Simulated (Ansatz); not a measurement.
Input and command of a calculation in Ansatz (plane waves; scalar-relativistic PAW potentials unless the input names others):

```yaml
crystal:
  lattice:
    - [4.9064535172, 0.0, 0.0]
    - [0.0, 4.9064535172, 0.0]
    - [0.0, 0.0, 4.9064535172]
  atoms:
    - { symbol: Si, position: [0.0, 0.0, 0.0244575842] }
    - { symbol: Si, position: [0.5, 0.5, 0.5] }
    - { symbol: Mo, position: [0.25, 0.0, 0.5] }
    - { symbol: Mo, position: [0.5, 0.75, 0.0] }
    - { symbol: Mo, position: [0.75, 0.0, 0.5] }
    - { symbol: Mo, position: [0.5, 0.25, 0.0] }
    - { symbol: Mo, position: [0.0, 0.5, 0.75] }
    - { symbol: Mo, position: [0.0, 0.5, 0.25] }
basis:
  ecutwfc: 420
kpoints:
  mp_grid: { grid: [8, 8, 8] }
hamiltonian:
  xc: revpbe
scf:
  occupations: { method: fermi_dirac, width: 0.01 }
output:
  forces: true
  eigenvalues: true
  stress: true
```

```bash
ansatz run input.yaml --threads 2 --pin off --max-ram 5120MiB --backend cpu --events-out ev --progress --plain --runs-dir out
```

Abridged log:
```
Pseudopotentials: kind: paw
Pseudopotential: Si, paw, valence charge 4, recommended cutoff 420 eV (normal)
Pseudopotential: Mo, paw, valence charge 14, recommended cutoff 420 eV (normal)
Functional definition: revPBE
Crystal: 8 atoms, lattice volume = 118.114 Å³
Basis set: ecut = 420 eV, 2325 PW (Γ), exchange–correlation on 72×72×72 points (8 copies of the dense FFT grid, shifted against one another)
Bands: 56, of which v1, the nominal top of the filled ones, is band 46 counted from 1 (45 counted from 0)
Symmetry: 4 space group operations
Space group: Pmm2 (ITA 25), of the structure as read, at distance tolerance 4.9e-5 Å
k-points: 125 of 512 (time reversal used)
Initial density: superposition of atomic densities (neutral atoms: chi_scale 0, normalization atom), corrected by the library's trained network
Initial wavefunctions: pseudopotential atomic-orbital guess
Functional: x = revpbe(κ = 1.245, μ = 0.21951497), c = pbe(β = 0.06672455)
SCF iter   1: F=—  HF=-31044.514288 eV  |F-HF|=—  |Δ(HF+E_count)|=         —  Δρ=4.94e-3  dr2=1.55e-2  ethr=1.77e-3  ⟨swp⟩=6.1  Hψ=24183  notcnv=0  defer=2
SCF iter   2: F=—  HF=-31044.514951 eV  |F-HF|=—  |Δ(HF+E_count)|=   6.62e-4  Δρ=2.72e-3  dr2=4.67e-3  ethr=1.69e-5  ⟨swp⟩=2.1  Hψ=10945  notcnv=0  defer=415
SCF iter   3: F=—  HF=-31044.514893 eV  |F-HF|=—  |Δ(HF+E_count)|=   5.72e-5  Δρ=3.43e-4  dr2=6.38e-5  ethr=5.07e-6  ⟨swp⟩=3.0  Hψ=12598  notcnv=0  defer=424
SCF iter   4: F=—  HF=-31044.514846 eV  |F-HF|=—  |Δ(HF+E_count)|=   4.71e-5  Δρ=5.85e-5  dr2=2.70e-6  ethr=6.94e-8  ⟨swp⟩=2.0  Hψ=9711  notcnv=0  defer=424
SCF iter   5: F=—  HF=-31044.514846 eV  |F-HF|=—  |Δ(HF+E_count)|=   9.94e-8  Δρ=1.30e-5  dr2=1.07e-7  ethr=2.94e-9  ⟨swp⟩=2.6  Hψ=11159  notcnv=0  defer=424
SCF iter   6: F=-31044.514846 eV  HF=-31044.514846 eV  |F-HF|=8.19e-10  |Δ(HF+E_count)|=   6.60e-9  Δρ=2.06e-6  dr2=3.39e-9  ethr=1.09e-10  ⟨swp⟩=8.3  Hψ=23893  notcnv=0
SCF 1 converged in 6 iterations: F = -31044.514846 eV  dr2 = 3.39e-9
SCF converged after 6 iterations
Free energy (F): -31044.514846 eV
Harris-Foulkes:  -31044.514846 eV  (|F-HF|=8.19e-10)
Internal energy: -31044.512526 eV  (E = F + TS)
E sigma→0 (E₀):  -31044.513686 eV
Entropy (-TS):   -0.002321 eV (-0.290 meV/atom)
Fermi energy:    19.580800 eV
--- Forces (eV/Å), atoms counted from 1 ---
  atom   1  Si     0.00000000     0.00000000    -1.15107265
  atom   2  Si     0.00000000     0.00000000     0.07636733
  atom   3  Mo     0.04543519     0.00000000     0.44215617
  atom   4  Mo     0.00000000     0.00058751     0.01522047
  atom   5  Mo    -0.04543519     0.00000000     0.44215617
  atom   6  Mo     0.00000000    -0.00058751     0.01522047
  atom   7  Mo     0.00000000     0.00000000     0.08107632
  atom   8  Mo     0.00000000     0.00000000     0.07888311
--- Stress (GPa, compression-positive) ---
        2.458468       0.000000       0.000000
        0.000000       2.465892       0.000000
        0.000000       0.000000       2.899344
  P = ⅓ Tr σ = 2.6079 GPa (26.079 kbar)
```

Apart from outputs and empty bands, the input differs from a reference run on usual settings in hamiltonian.xc: "pbe" → "revpbe"; scf.occupations.method: "gaussian" → "fermi_dirac"; scf.occupations.width: 0.15 → 0.01. The reference, at the same geometry (not necessarily relaxed), gave pressure 0.33 GPa, largest force 1.128 eV/Å, no gap on the mesh. This run converged in 6 SCF iterations (reference: 6) with a total energy on another zero, pressure 2.61 GPa, largest force 1.151 eV/Å, no gap on the mesh. Its k mesh, for so narrow a smearing in a metal, is looser than usual. The Hamiltonian differs as well, so the change in the result can't be put down to that alone.

Time: 80 s on 2 threads of AMD EPYC (Zen 3), with other jobs on the host, peak memory 0.81 GiB.